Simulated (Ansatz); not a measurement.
**BP, before and after**

A trial structure of BP was built thus: 4-connected net, two elements alternating (Pbcn, No. 60). The dimensions are guesses.

start.cif

```cif
data_structure
_symmetry_space_group_name_H-M 'Pbcn'
_symmetry_Int_Tables_number 60
_cell_length_a 5.7778
_cell_length_b 6.2497
_cell_length_c 5.4263
_cell_angle_alpha 90.000
_cell_angle_beta 90.000
_cell_angle_gamma 90.000
_cell_volume 195.94
loop_
_atom_site_label
_atom_site_type_symbol
_atom_site_symmetry_multiplicity
_atom_site_Wyckoff_symbol
_atom_site_fract_x
_atom_site_fract_y
_atom_site_fract_z
_atom_site_occupancy
B1 B 8 d 0.83543 0.13450 0.42509 1
P1 P 8 d 0.16457 0.86550 0.92509 1
```

Computed with DFT PBE, scalar-relativistic, plane waves, PAW (Ansatz). Cutoff 420 eV, Gaussian smearing, Γ-centred meshes. Cell and atoms relax first on a coarse mesh and then on a converged one. In between, the cell is made exact in the group found at 0.06 Å. The steps can't lower the symmetry of their start. No spin polarisation.

end.cif

```cif
data_structure
_symmetry_space_group_name_H-M 'Pbcn'
_symmetry_Int_Tables_number 60
_cell_length_a 6.1974
_cell_length_b 6.3488
_cell_length_c 5.6114
_cell_angle_alpha 90.000
_cell_angle_beta 90.000
_cell_angle_gamma 90.000
_cell_volume 220.79
loop_
_atom_site_label
_atom_site_type_symbol
_atom_site_symmetry_multiplicity
_atom_site_Wyckoff_symbol
_atom_site_fract_x
_atom_site_fract_y
_atom_site_fract_z
_atom_site_occupancy
B1 B 8 d 0.83788 0.14058 0.42495 1
P1 P 8 d 0.16312 0.85701 0.92946 1
```

The symmetry stays Pbcn (No. 60). The volume per atom grows by 12.7 %, from 12.2 to 13.8 Å³. The shortest distance goes from 1.87 Å (B–P) to 1.93 Å (B–P). The energy falls by about 0.12 eV/atom (the start's value is from the coarse mesh).

For BP, the volume per atom is 13.80 Å³ and the density is 2.51 g/cm³. The formation energy is −0.143 eV/atom and the gap on the 6×4×6 mesh of the 16-atom cell is 1.29 eV.

The zero of energy is the elements' standard structures at the same level; no fitted shifts are applied. The references include black phosphorus. A negative formation energy is needed for stability but isn't enough: competing phases decide.

The last run used Gaussian smearing of 0.02 eV. Kohn–Sham gaps at this level usually fall short of measured ones. The reference form of P is held partly by dispersion forces, which this level lacks. Symmetry constrained the relaxation, so the result can be a saddle point. In all, the 3 runs took 75 s on 1 thread of AMD EPYC 9R45 (Zen 5), on a shared host.
